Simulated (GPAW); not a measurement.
**Magnetic state of zigzag Cr chain, bond 2.355 A from several starts**

A self-consistent run ends on one state, which hangs on the start. Several orders of zigzag Cr chain, bond 2.355 A are started in GPAW and their energies compared.

Main program and level: GPAW 26.7.0; revPBE; plane waves with GPAW's PAW setups, scalar-relativistic.

**1. The structure**

The cell holds 2 atoms: 2 Cr. Its edges and angles: a = 12.000 Å, b = 12.000 Å, c = 2.826 Å, α = 90.0°, β = 90.0°, γ = 90.0°. model lattice. Vacuum lies along a and b. The structure's axis is c.

As a file:

```
Cr
1.0
    12.00000    0.00000    0.00000
     0.00000   12.00000    0.00000
     0.00000    0.00000    2.82600
Cr
2
Direct
  0.42150 0.50000 0.00000
  0.57850 0.50000 0.50000
```

The settings of this session are not all sound (see the inputs), so it shows what such settings give, not the properties of the crystal.

**2. Run 1 (ferro ++)**

The parallel start comes first: it fits the smallest cell, keeps the most symmetry and shows whether parallel moments form.

order1.py reads:

```python
import json
import numpy as np
from ase import Atoms
from ase.parallel import paropen, parprint
from gpaw import GPAW

atoms = Atoms(['Cr', 'Cr'],
    cell=[[12.0, 0.0, 0.0],
         [0.0, 12.0, 0.0],
         [0.0, 0.0, 2.826]],
    scaled_positions=[[0.4215, 0.5, 0.0],
         [0.5785, 0.5, 0.5]],
    pbc=True,
    magmoms=[2.5, 2.5])
atoms.calc = GPAW(mode={'name': 'pw', 'ecut': 550},
    xc='revPBE',
    kpts={'size': (1, 1, 10), 'gamma': True},
    occupations={'name': 'fermi-dirac', 'width': 0.2},
    convergence={'density': 1e-05, 'energy': 1e-05},
    maxiter=200,
    eigensolver='rmm-diis',
    symmetry={'tolerance': 1e-4},
    txt='order1.txt')
e = atoms.get_potential_energy(force_consistent=True)
res = {'free_energy': e, 'energy_sigma0': atoms.get_potential_energy(), 'fermi_energy': atoms.calc.get_fermi_level()}
res['moments'] = atoms.get_magnetic_moments().tolist()
res['total'] = atoms.get_magnetic_moment()
parprint('site moments (muB):', np.round(res['moments'], 3))
parprint(f"total moment: {res['total']:.3f} muB")
parprint(f'free energy: {e:.6f} eV')
atoms.calc.write('order1.gpw')
n = atoms.calc.get_pseudo_density()
up, down = (atoms.calc.get_pseudo_density(spin=i) for i in (0, 1))
np.savez('grids.npz', density=n, spin=up - down)
with paropen('results.json', 'w') as f:
    json.dump(res, f)
```

On the command line:

```console
$ OMP_NUM_THREADS=1 python3 order1.py > order1.log
```

The runs that follow: run 2 (antiferro +-); order 3, typed as antiferro q=(0,0,1/2) +-+-; order 4, typed as no spin polarisation; the states side by side. Settings of the main run: cutoff 550 eV, 1×1×10 k-mesh, fermi-dirac occupations, smearing width 0.2 eV, eig rmm-diis, mesh matched on, collinear spin, starting moments 2.5 -2.5 μB.

**Question.** What will these runs give for the largest site moment and next state?

Opposed moments of equal size cancel, so the cell has no net moment. Symmetry leaves 1 kind of site among the 2 atoms, and equivalent atoms carry values of equal size. The lowest state found is antiferromagnetic, reached from the start antiferro +-, with moments up to 3.35 μB.

* lowest state found: antiferromagnetic (started as antiferro +-)
* largest site moment: 3.35 μB
* next state: antiferromagnetic, 284 meV a seeded atom higher
* energy gained by spin polarisation: 1106 meV a seeded atom

The next state costs 284 meV a seeded atom. This is the lowest of 4 finished starts, no proof of the ground state.

[Logs and program files are shortened in this print: banners, set-up blocks, solver, clock and traceback lines can be left out without a mark of their own.]

[Logs are printed without paths, hosts, clocks, repeated set-up lines and the standing remarks that a program may print on its own settings, such as how far it seeks lower states.]

[Hosts, paths, dates, database ids (printed as entryN), source tags and the programs' standing remarks are cut or masked in the printed files.]

[Where a cell is said to come from a database of computed structures, the database is the Materials Project.]
